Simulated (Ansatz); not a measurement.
Cu: a run of Ansatz with trial settings.

```yaml
crystal:
  lattice:
    - [2.5340966698, 0.0, 0.0]
    - [-1.2670483349, 2.1945920917, 0.0]
    - [0.0, 0.0, 4.112571]
  atoms:
    - { symbol: Cu, position: [0.3333333333, 0.6666666667, 0.25] }
    - { symbol: Cu, position: [0.6666666667, 0.3333333333, 0.75] }
basis:
  ecutwfc: "48 Ry"
kpoints:
  mp_grid: { grid: [3, 3, 1] }
hamiltonian:
  xc: pbe
scf:
  occupations: { method: tetrahedron_uncorrected }
output:
  forces: true
  stress: true
  eigenvalues: true
```

Command:

```bash
ansatz run input.yaml --threads 1 --pin off --max-ram 1331MiB --backend cpu --events-out ev --progress --plain --runs-dir out
```

From the log (HF is the Harris–Foulkes energy, dr2 the density residual in eV):

```text
band count auto-derived: 25 (N_el = 38.0; filled up to band 19; 23 by the electrons, moments and atoms)
Pseudopotential: Cu, paw, valence charge 19, recommended cutoff 420 eV (normal)
Crystal: 2 atoms, lattice volume = 22.871 Å³
Basis set: ecut = 653.0732 eV, 845 PW (Γ), exchange–correlation on 48×48×72 points (8 copies of the dense FFT grid, shifted against one another)
Bands: 25, of which v1, the nominal top of the filled ones, is band 19 counted from 1 (18 counted from 0)
Symmetry: 24 space group operations
Space group: P63/mmc (ITA 194), of the structure as read, at distance tolerance 2.8e-5 Å
k-points: 3 of 9
Initial density: superposition of atomic densities, corrected by the library's trained network
SCF iter   1: HF=-13249.662840 eV  Δρ=2.04e-2  dr2=4.76e-2
SCF iter   2: HF=-13249.654579 eV  Δρ=8.91e-3  dr2=8.64e-3
SCF iter   3: HF=-13249.651396 eV  Δρ=1.05e-2  dr2=1.42e-2
SCF iter   4: HF=-13249.647980 eV  Δρ=1.43e-3  dr2=1.74e-4
SCF iter   5: HF=-13249.648170 eV  Δρ=8.83e-4  dr2=8.71e-5
SCF iter   6: HF=-13249.648167 eV  Δρ=4.73e-5  dr2=2.20e-7
SCF iter   7: F=-13249.648167 eV  HF=-13249.648167 eV  Δρ=5.70e-6  dr2=2.74e-9
SCF 1 converged in 7 iterations: F = -13249.648167 eV  dr2 = 2.74e-9
SCF converged after 7 iterations
Free energy (F): -13249.648167 eV
E sigma→0 (E₀):  -13249.648167 eV
Entropy (-TS):   -0.114451 eV (-57.226 meV/atom)
Fermi energy:    19.026619 eV
--- Forces (eV/Å), atoms counted from 1 ---
  atom   1  Cu     0.00000000    -0.00000000     0.00000000
  atom   2  Cu    -0.00000000     0.00000000    -0.00000000
--- Stress (GPa, compression-positive) ---
       18.533704       0.000000      -0.000000
        0.000000      18.533704       0.000000
       -0.000000       0.000000      -7.144713
  P = ⅓ Tr σ = 9.9742 GPa (99.742 kbar)
```

Settings here are deliberately varied, not converged.